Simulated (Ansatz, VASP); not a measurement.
**AlN: VASP beside Ansatz**

POSCAR

```
AlN
1.0
    3.3121160000      0.0082802900      0.0082802900
   -1.6488870600      2.8642358550      0.0030307950
    0.0104689075      0.0104689075      4.1875630000
Al N
2 2
Direct
    0.3333333333      0.6666666667      0.7500000000
    0.6666666667      0.3333333333      0.2500000000
    0.3333333333      0.6666666667      0.2500000000
    0.6666666667      0.3333333333      0.7500000000
```

INCAR.step1

```
PREC = Accurate ; ENCUT = 520
ISMEAR = -1 ; SIGMA = 0.02
LREAL = False ; LASPH = True
NELM = 100 ; NBANDS = 16
GGA = PE ; ALGO = Normal
EDIFF = 1E-4 ; LWAVE = True
LCHARG = False
```

Contents of INCAR.step2:

```
PREC = Accurate ; ENCUT = 520
EDIFF = 1E-7 ; ISMEAR = -1
SIGMA = 0.02 ; LREAL = False
LASPH = True ; NELM = 100
ALGO = Normal ; ISIF = 2
LWAVE = False ; LCHARG = False
METAGGA = R2SCAN ; LMIXTAU = True
NBANDS = 16 ; ISTART = 1
```

File KPOINTS:

```
regular mesh
0
Gamma
  7 7 5
```

Input for Ansatz:

```yaml
crystal:
  lattice:
    - [3.312116, 0.00828029, 0.00828029]
    - [-1.64888706, 2.864235855, 0.0030307949999999993]
    - [0.010468907499999998, 0.010468907499999998, 4.187563]
  atoms:
    - { symbol: Al, position: [0.3333333333333333, 0.6666666666666666, 0.75] }
    - { symbol: Al, position: [0.6666666666666666, 0.3333333333333333, 0.25] }
    - { symbol: "N", position: [0.3333333333333333, 0.6666666666666666, 0.25] }
    - { symbol: "N", position: [0.6666666666666666, 0.3333333333333333, 0.75] }
basis:
  ecutwfc: 520.0
kpoints:
  mp_grid:
    grid: [7, 7, 5]
hamiltonian:
  xc: r2scan
  pseudopotentials:
    kind: paw
scf:
  occupations:
    method: fermi_dirac
    width: 0.02
output:
  stress: true
```

The cell comes from a database or a generator and needn't be the stable form of this composition.

Alike in both runs: task single point; functional r2SCAN; k mesh 7 × 7 × 5; occupations fermi-dirac, width 0.02 eV; no spin polarisation.

```csv
,VASP,Ansatz
version,VASP 6.6.1,Ansatz 0.2.0
potentials or method,"VASP PAW PBE potentials, release 64 (Al, N)","plane waves, PAW"
plane-wave cutoff (eV),520,520
valence electrons in the cell,16,16
```

```tsv
	VASP	Ansatz	Ansatz less VASP
pressure (GPa)	-5.6	-5.1	+0.54
largest component of the traceless stress (GPa)	1.07	1.07	0.000
```

The functional is the same, so the differences come from potentials, cutoffs and numerics.

Caveats: the PAW data sets were made with another functional, which shifts forces and pressure a little (VASP). r2SCAN opens gaps a little over a GGA but as a rule still falls short of measured ones.
